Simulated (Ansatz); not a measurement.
# Decaying states in the gap of GaO, part 4 of 4

Wanted: the relaxed cell of GaO, its band edges and its decay constants. It is built by putting O for S in the GaS structure of space group R-3m, with the volume rescaled by atomic radii. The parent structure comes from the Materials Project.

Ansatz 0.2.0; r2SCAN DFT, plane waves, PAW files (the session's first sound run).

So far, gap on the k-mesh (eV): 1.48 in steps 3, 4, 5 and 6.

The structure was built from a prototype and need not be the compound's stable phase.

## (7) Complex bands at another level, cutoff 1290 eV

This step: r2SCAN DFT, plane waves, norm-conserving files; complex bands by layer matching along the plane's normal (Ansatz 0.2.0).

The complex bands at that level, over its own gap, at (0, 0) and (-0.5, 0).

The input, input.yaml:

```yaml
crystal:
  lattice:
    - [6.578253284, 0.0, 0.0]
    - [-1.44330073, 5.138100457, 0.0]
    - [-0.721650365, 2.569050228, 1.540649033]
  atoms:
    - { symbol: Ga, position: [0.8040510358, 0.9346836786, 0.0] }
    - { symbol: Ga, position: [0.1959489642, 0.0653163214, 0.0] }
    - { symbol: O, position: [0.6938559093, 0.2312853031, 0.0] }
    - { symbol: O, position: [0.3061440907, 0.7687146969, 0.0] }
kpoints:
  mp_grid: { grid: [14, 14, 14] }
scf:
  occupations: { method: fixed }
hamiltonian:
  xc: r2scan
  pseudopotentials: { kind: nc }
output:
  eigenvalues: true
  transmission:
    leads: [[0, 0]]
    kpoints: [[0.0, 0.0], [-0.5, 0.0]]
    e_range: [-1.0, 2.47]
    de: 0.06
```

Started as:

```console
$ ansatz run input.yaml --threads 2 --pin off --max-ram 4096MiB --backend cpu --events-out ev --progress --plain --runs-dir out
```

What it wrote:

```text
[...]
Crystal: 4 atoms, lattice volume = 52.074 Å³
Basis set: ecut = 1290 eV, 5431 PW (Γ)
Bands: 23, of which v1, the nominal top of the filled ones, is band 19 counted from 1 (18 counted from 0)
Symmetry: 12 space group operations
[...]
k-points: 288 of 2744
[...]
SCF iter   1: F=—  HF=-4854.282401 eV  |F-HF|=—  |Δ(HF+E_count)|=         —  Δρ=8.97e-2  dr2=6.58e0  dr2_τ=4.94e0  ethr=3.10e-3  ⟨swp⟩=8.5  Hψ=38291  notcnv=0  defer=561
[...]
SCF iter   9: F=-4852.756758 eV  HF=-4852.756758 eV  |F-HF|=8.15e-9  |Δ(HF+E_count)|=   6.57e-9  Δρ=1.83e-6  dr2=1.12e-9  dr2_τ=1.96e-9  ethr=2.24e-10  ⟨swp⟩=4.6  Hψ=19431  notcnv=0
SCF 1 converged in 9 iterations: F = -4852.756758 eV  dr2 = 1.12e-9
transmission: 4 of 8 steps passed
transmission: 8 of 8 steps passed
SCF converged after 9 iterations
Free energy (F): -4852.756758 eV
[...]
Internal energy: -4852.756758 eV  (E = F + TS)
E sigma→0 (E₀):  -4852.756758 eV
Fermi energy:    8.080183 eV
[...]
--- Band table (eV; the first three rows and the last of 288) ---
  k-point 0: bands = [... 15 lower, 5.5472, 5.6439, 5.6439, 6.5171, 10.7560, 13.1194, 18.4299, 18.9402]
  k-point 1: bands = [... 15 lower, 5.3536, 5.4415, 5.4830, 7.0559, 11.3761, 13.6436, 17.2997, 18.2159]
  k-point 2: bands = [... 15 lower, 4.7545, 4.9205, 5.5253, 7.6102, 12.6008, 14.2304, 15.6612, 16.7925]
  k-point 287: bands = [... 15 lower, 5.5145, 5.6757, 5.6757, 8.0778, 9.5530, 13.4249, 17.9644, 19.1232]
--- Transmission ---
  basis      : 911 plane waves across, 4 finite elements along
  points     : 2, as listed
[...]
crystal 0  : Ga2O2, at the sites [0, 0], period 1.5406 Å: whole cells are its period
[...]
channels       : 0.000000e0 a spin
[...]
slowest decay  : 0.2082 /Å at (-0.5000, 0.0000)
```

Wall time 20 min (2 threads of Arm Neoverse V2, shared host); peak memory 3 GiB.

This step gave:

```
free energy                                               : -4852.7568 eV
Fermi energy                                              : 8.080 eV
gap on the k-mesh                                         : 1.473 eV
level to which the leads are filled                       : 0.7364 eV from the Fermi level
decay constant at the filling level, zone centre          : 0.3631 Å⁻¹
decay constant at the filling level, slowest listed point : 0.2082 Å⁻¹
```

K parallel (0, 0); values up to 1.5 1/Å, a degenerate pair printed once or twice; energies at which all values exceed this have no row. Im kz of the slowest decaying states against energy, zero at the highest filled level on the SCF mesh:

```
energy (eV)  decay 1 (Å⁻¹)  decay 2 (Å⁻¹)  decay 3 (Å⁻¹)  decay 4 (Å⁻¹)
      -1.00          0.354          0.390          0.403          0.525
      -0.88          0.355          0.359          0.393          0.529
      -0.70          0.151          0.366          0.397          0.500
      -0.58          0.369          0.399          0.493          0.558
      -0.46          0.372          0.401          0.490          0.566
      -0.34          0.374          0.402          0.488          0.575
      -0.16          0.376          0.403          0.488          0.585
      -0.04          0.377          0.403          0.488          0.582
       0.02          0.154          0.377          0.402          0.488
       0.08          0.223          0.376          0.402          0.488
       0.26          0.345          0.375          0.400          0.488
       0.38          0.373          0.398          0.400          0.488
       0.50          0.370          0.396          0.446          0.488
       0.62          0.367          0.393          0.485          0.488
       0.80          0.361          0.388          0.488          0.540
       0.92          0.356          0.383          0.487          0.541
       1.04          0.349          0.378          0.487          0.537
       1.16          0.342          0.373          0.486          0.533
       1.34          0.330          0.362          0.484          0.526
       1.46          0.320          0.355          0.483          0.517
       1.58          0.309          0.346          0.481          0.508
       1.76          0.290          0.330          0.479          0.496
       1.88          0.275          0.318          0.477          0.487
       2.00          0.257          0.304          0.475          0.479
       2.12          0.237          0.289          0.470          0.472
       2.30          0.200          0.261          0.455          0.469
       2.42          0.167          0.238          0.445          0.466
```

K parallel (-0.5, 0); values up to 1.5 1/Å, a degenerate pair printed once or twice; energies at which all values exceed this have no row. Table of Im kz of the slowest decaying states by energy, zero at the highest filled level on the SCF mesh:

```
energy (eV)  decay 1 (Å⁻¹)  decay 2 (Å⁻¹)  decay 3 (Å⁻¹)  decay 4 (Å⁻¹)
      -1.00          0.254          0.305          0.359          0.395
      -0.88          0.258          0.286          0.364          0.395
      -0.70          0.242          0.262          0.370          0.390
      -0.58          0.192          0.263          0.370          0.381
      -0.46         0.0896          0.264          0.361          0.368
      -0.34          0.264          0.318          0.361          0.462
      -0.16          0.261          0.328          0.462          0.526
      -0.04          0.155          0.238          0.258          0.463
       0.02          0.164          0.228          0.256          0.463
       0.08          0.254          0.274          0.302          0.462
       0.26          0.246          0.355          0.462          0.483
       0.38          0.238          0.388          0.461          0.479
       0.50          0.230          0.412          0.460          0.476
       0.62          0.220          0.431          0.458          0.474
       0.80          0.201          0.450          0.455          0.472
       0.92          0.186          0.453          0.460          0.470
       1.04          0.168          0.450          0.467          0.469
       1.16          0.145          0.446          0.467          0.472
       1.34         0.0973          0.441          0.465          0.476
       1.46         0.0307          0.436          0.463          0.478
       1.58          0.431          0.461          0.478          0.478
       1.76          0.422          0.458          0.474          0.475
       1.88          0.416          0.456          0.470          0.472
       2.00          0.408          0.453          0.467          0.468
       2.12          0.400          0.451          0.463          0.463
       2.30          0.385          0.446          0.454          0.456
       2.42          0.374          0.443          0.447          0.452
```

At the listed wavevectors the last open channel is at -0.04 eV and the next at +1.52 eV on the grid. At +0.74 eV, the grid energy nearest the filling level (the middle of the gap on the SCF mesh), the slowest state at the listed wavevectors decays with κ = 0.208 Å⁻¹, its amplitude falling by e over 4.8 Å; the first such run, plane (110), gave 0.208 Å⁻¹.

## (8) What came out

| Quantity | Value |
| --- | --- |
| band gap | 1.48 eV |
| least decay constant at mid-gap, normal to (110) | 0.208 Å⁻¹ |
| least decay constant at mid-gap, normal to (101) | 0.210 Å⁻¹ |
| least decay constant, norm-conserving files | 0.208 Å⁻¹ |

**Reading.** With r2SCAN, the slowest decay at the wavevectors tried is κ = 0.208 Å⁻¹, normal to (110). Through such a film the transmission near mid-gap falls as exp(−2κd), a factor of ten every 5.5 Å. The directions tried decay at nearly the same rate. A free electron under a barrier of half the gap would need a mass of 0.22 mₑ to decay at this rate. The slowest decay isn't at the zone centre. With norm-conserving files the gap goes from 1.48 to 1.47 eV and the decay constant, over the first 2 listed wavevectors, from 0.208 to 0.208 Å⁻¹. The compound is made up by substitution; its stability against other phases and against distortions of the cell's symmetry was not tested. r2SCAN still narrows gaps, if less than LDA and GGA do, so real decay constants are likely larger.

[Logs are printed without paths, hosts, clocks, repeated set-up lines and the standing remarks that a program may print on its own settings, such as how far it seeks lower states.]

[Hosts, paths, dates, database ids (printed as entryN), source tags and the programs' standing remarks are cut or masked in the printed files.]
